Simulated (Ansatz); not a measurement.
The system is ZnAu.

```
Au Zn
1.0
     3.14700    0.00000    0.00000
     0.00000    3.14700    0.00000
     0.00000    0.00000    3.14700
Au Zn
1 1
Direct
  0.00000 0.00000 0.00000
  0.50000 0.50000 0.50000
```

Base run:

```yaml
Program: Ansatz 0.2.0
Functional: LDA
Potentials_or_basis: all-electron LAPW, scalar-relativistic
Cutoff: 267 eV
Density_cutoff: 1069 eV
Basis_error_allowed: 0.001 eV/atom
k_mesh: 8 × 8 × 8
Occupations: fermi-dirac, width 0.05 eV
Spin: no spin polarisation
```

Its results: pressure -6.6 GPa.

Question: After a change of settings the same cell gave: pressure 5.1 GPa. Which change was it?
A. functional from LDA to PBEsol
B. occupations from fermi-dirac, width 0.05 eV to gaussian, width 0.05 eV
C. functional from LDA to PBE
D. functional from LDA to RPBE; occupations from fermi-dirac, width 0.05 eV to gaussian, width 0.1 eV

Answer: C.

PBE binds less tightly than LDA, so the same cell stands under more pressure.

Not every run made on this cell is shown here.
